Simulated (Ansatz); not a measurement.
Runs of Ansatz 0.2.0 on InSe. Symmetry: R3m, No. 160, trigonal system. Conventional cell: a = 4.000 Å, b = 4.000 Å, c = 25.320 Å, α = 90.00°, β = 90.00°, γ = 120.00°. In (site symmetry 3m) is surrounded by 3 Se at 2.63 Å and 1 In at 2.82 Å. Around In (site symmetry 3m) lie 3 Se at 2.64 Å and 1 In at 2.82 Å. Se (site symmetry 3m) is surrounded by 3 In at 2.63 Å. Se (site symmetry 3m) is surrounded by 3 In at 2.64 Å. 

```csv
task,level,cell,cutoff (eV),smearing,atoms under strain,gap on the mesh (eV),pressure (GPa),relaxed volume (Å³/atom),largest force (eV/Å)
relaxation of cell and atoms,RPBE,relaxed,420,fermi-dirac 0.05 eV,-,1.06,0.0,39.10,0.01
relaxation of cell and atoms,r2SCAN,relaxed,500,fermi-dirac 0.05 eV,-,0.92,0.0,(c),0.01
elastic constants,PBEsol,as given,420,fixed,relaxed,(a),0.1,-,-
relaxation of cell and atoms,revPBE,relaxed,420,fermi-dirac 0.05 eV,-,1.16,0.0,39.82,-
relaxation of cell and atoms,LDA,relaxed,420,fermi-dirac 0.05 eV,-,(b),0.0,27.80,-
```

Alike in all rows: potentials or basis Ansatz PAW; no spin polarisation; k mesh 8 × 8 × 8.

Q: Fill in the values left out.

A: (a) 0.41; (b) 0.20; (c) 30.74.

Caveats: spin-orbit coupling is left out, which moves the levels of the heavy elements; the PAW data sets come from PBE, with cores solved anew for the run's functional, which leaves a small shift of forces and pressure; the plane-wave basis is chosen anew once the cell has moved, so the energies of steps on either side of that aren't comparable (some runs); the volume moved by over 15 % at a fixed basis, so the end points are rough (some runs).

A k mesh can miss the band edges, and the runs leave out spin-orbit coupling on In, Se.

Runs at the PBE level aren't shown here.
